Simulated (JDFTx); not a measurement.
A run of JDFTx 1.7.0 (patched build) is set up as follows.

The input bands.in:

```
lattice \
    0.0000000000     2.8289100000     2.8289100000 \
    2.8289100000     0.0000000000     2.8289100000 \
    2.8289100000     2.8289100000     0.0000000000
latt-scale 1.889726124626 1.889726124626 1.889726124626
coords-type Lattice
ion Ge     0.7500000000     0.7500000000     0.7500000000 1
ion Ge     0.5000000000     0.5000000000     0.5000000000 1

ion-species pseudo/Ge.upf
elec-cutoff 39 312
elec-ex-corr lda-PW
elec-smearing Fermi 0.0018374661
elec-n-bands 21
electronic-minimize nIterations 30 energyDiffThreshold 1e-06
davidson-band-ratio 1.3
forces-output-coords Cartesian
include path.kpoints
symmetries none
fix-electron-density run.$VAR

dump-name bands.$VAR
dump End Ecomponents EigStats BandEigs Kpoints Forces
```

The input path.kpoints:

```
kpoint +0.0000000000 +0.0000000000 +0.0000000000 0.020000000000
kpoint +0.0714285714 +0.0000000000 +0.0714285714 0.020000000000
kpoint +0.1428571429 +0.0000000000 +0.1428571429 0.020000000000
kpoint +0.2142857143 +0.0000000000 +0.2142857143 0.020000000000
kpoint +0.2857142857 +0.0000000000 +0.2857142857 0.020000000000
kpoint +0.3571428571 +0.0000000000 +0.3571428571 0.020000000000
kpoint +0.4285714286 +0.0000000000 +0.4285714286 0.020000000000
kpoint +0.5000000000 +0.0000000000 +0.5000000000 0.020000000000
kpoint +0.5000000000 +0.0833333333 +0.5833333333 0.020000000000
kpoint +0.5000000000 +0.1666666667 +0.6666666667 0.020000000000
kpoint +0.5000000000 +0.2500000000 +0.7500000000 0.020000000000
kpoint +0.4375000000 +0.3125000000 +0.7500000000 0.020000000000
kpoint +0.3750000000 +0.3750000000 +0.7500000000 0.020000000000
kpoint +0.3281250000 +0.3281250000 +0.6562500000 0.020000000000
kpoint +0.2812500000 +0.2812500000 +0.5625000000 0.020000000000
kpoint +0.2343750000 +0.2343750000 +0.4687500000 0.020000000000
kpoint +0.1875000000 +0.1875000000 +0.3750000000 0.020000000000
kpoint +0.1406250000 +0.1406250000 +0.2812500000 0.020000000000
kpoint +0.0937500000 +0.0937500000 +0.1875000000 0.020000000000
kpoint +0.0468750000 +0.0468750000 +0.0937500000 0.020000000000
kpoint +0.0000000000 +0.0000000000 +0.0000000000 0.020000000000
kpoint +0.0833333333 +0.0833333333 +0.0833333333 0.020000000000
kpoint +0.1666666667 +0.1666666667 +0.1666666667 0.020000000000
kpoint +0.2500000000 +0.2500000000 +0.2500000000 0.020000000000
kpoint +0.3333333333 +0.3333333333 +0.3333333333 0.020000000000
kpoint +0.4166666667 +0.4166666667 +0.4166666667 0.020000000000
kpoint +0.5000000000 +0.5000000000 +0.5000000000 0.020000000000
kpoint +0.5250000000 +0.4500000000 +0.5250000000 0.020000000000
kpoint +0.5500000000 +0.4000000000 +0.5500000000 0.020000000000
kpoint +0.5750000000 +0.3500000000 +0.5750000000 0.020000000000
kpoint +0.6000000000 +0.3000000000 +0.6000000000 0.020000000000
kpoint +0.6250000000 +0.2500000000 +0.6250000000 0.020000000000
kpoint +0.5625000000 +0.2500000000 +0.6875000000 0.020000000000
kpoint +0.5000000000 +0.2500000000 +0.7500000000 0.020000000000
kpoint +0.5000000000 +0.2916666667 +0.7083333333 0.020000000000
kpoint +0.5000000000 +0.3333333333 +0.6666666667 0.020000000000
kpoint +0.5000000000 +0.3750000000 +0.6250000000 0.020000000000
kpoint +0.5000000000 +0.4166666667 +0.5833333333 0.020000000000
kpoint +0.5000000000 +0.4583333333 +0.5416666667 0.020000000000
kpoint +0.5000000000 +0.5000000000 +0.5000000000 0.020000000000
kpoint +0.4791666667 +0.4791666667 +0.5416666667 0.020000000000
kpoint +0.4583333333 +0.4583333333 +0.5833333333 0.020000000000
kpoint +0.4375000000 +0.4375000000 +0.6250000000 0.020000000000
kpoint +0.4166666667 +0.4166666667 +0.6666666667 0.020000000000
kpoint +0.3958333333 +0.3958333333 +0.7083333333 0.020000000000
kpoint +0.3750000000 +0.3750000000 +0.7500000000 0.020000000000
kpoint +0.6250000000 +0.2500000000 +0.6250000000 0.020000000000
kpoint +0.5833333333 +0.1666666667 +0.5833333333 0.020000000000
kpoint +0.5416666667 +0.0833333333 +0.5416666667 0.020000000000
kpoint +0.5000000000 +0.0000000000 +0.5000000000 0.020000000000
```

Potentials or basis: PseudoDojo-SR-LDA-0.4.1-standard with smoothed tails.

The run is started by

```bash
$ jdftx -c 1 -i bands.in -o bands.out
```

Task: Estimate the band gap along the path.

Result: None (metal or under the smearing width).

Levels at the corners of the path, in eV from the Fermi level:
```
point  band 12  band 13  band 14  band 15  band 16
    Γ    -0.17     0.02     0.02     0.02     2.56
    X    -8.92    -3.05    -3.05     0.69     0.69
    W    -8.82    -3.89    -3.89     4.27     4.27
    K    -8.33    -4.32    -2.61     1.10     4.04
    Γ    -0.17     0.02     0.02     0.02     2.56
    L    -7.62    -1.38    -1.38     0.07     3.75
    U    -8.33    -4.32    -2.61     1.10     4.04
    W    -8.82    -3.89    -3.89     4.27     4.27
    L    -7.62    -1.38    -1.38     0.07     3.75
    K    -8.33    -4.32    -2.61     1.10     4.04
    U    -8.33    -4.32    -2.61     1.10     4.04
    X    -8.92    -3.05    -3.05     0.69     0.69
```

**The experiment to reproduce.**

“Electronic and optical properties of SixGe1-x-ySny alloys lattice-matched to Ge”, 2021, arxiv:2109.02782 reports, for a bulk crystal of Ge at 300 K: band gap 0.807 eV (direct).

Against the measured gap of Ge, 0.807 eV (direct; 300 K; “Electronic and optical properties of SixGe1-x-ySny alloys lattice-matched to Ge”, 2021, arxiv:2109.02782), the calculated 0.00 eV is off by -0.81 eV. 3 values of this kind are on record (0.666 to 0.807 eV); this one was drawn at random among those near their median. Spin-orbit coupling on Ge is left out. The value is that of LDA, without temperature or zero-point motion. Semilocal functionals fall short of measured gaps as a rule.
